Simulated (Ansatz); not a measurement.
Relaxed bulk Al2Ru:

```cif
data_structure
_symmetry_space_group_name_H-M 'I4/mmm'
_symmetry_Int_Tables_number 139
_cell_length_a 3.1214
_cell_length_b 3.1214
_cell_length_c 8.4231
_cell_angle_alpha 90.000
_cell_angle_beta 90.000
_cell_angle_gamma 90.000
_cell_volume 82.07
loop_
_atom_site_label
_atom_site_type_symbol
_atom_site_symmetry_multiplicity
_atom_site_Wyckoff_symbol
_atom_site_fract_x
_atom_site_fract_y
_atom_site_fract_z
_atom_site_occupancy
Al1 Al 4 e 0.50000 0.50000 0.15908 1
Ru1 Ru 2 a 0.00000 0.00000 0.00000 1
```

Miller indices refer to the conventional cell of I4/mmm (No. 139), a = 3.121 Å, b = 3.121 Å, c = 8.423 Å, α = 90.00°, β = 90.00°, γ = 90.00°.

Consider the (101) slab of 12 planes, 10.7 Å thick with 15 Å of vacuum as cut; outer planes Ru (top) and Al (bottom), all atoms relaxed.

All numbers below come from Ansatz, DFT PBEsol, scalar-relativistic, plane waves, PAW. Cutoff 420 eV; k points 12×8×1 on the computed 12-atom cell (Γ-centred); Gaussian smearing, width 0.10 eV; no spin polarisation. A dipole correction removes the field between periodic images along c.

**Question.** Give the surface energy (mean of both faces).

**Answer.** 3.01 J/m².

**Question.** Give the work function.

**Answer.** 4.16 eV (top), 4.20 eV (bottom).

**Question.** The top two planes lie 0.998 Å apart in the bulk. How does relaxation change this?

**Answer.** The spacing becomes 0.670 Å (-32.9 %).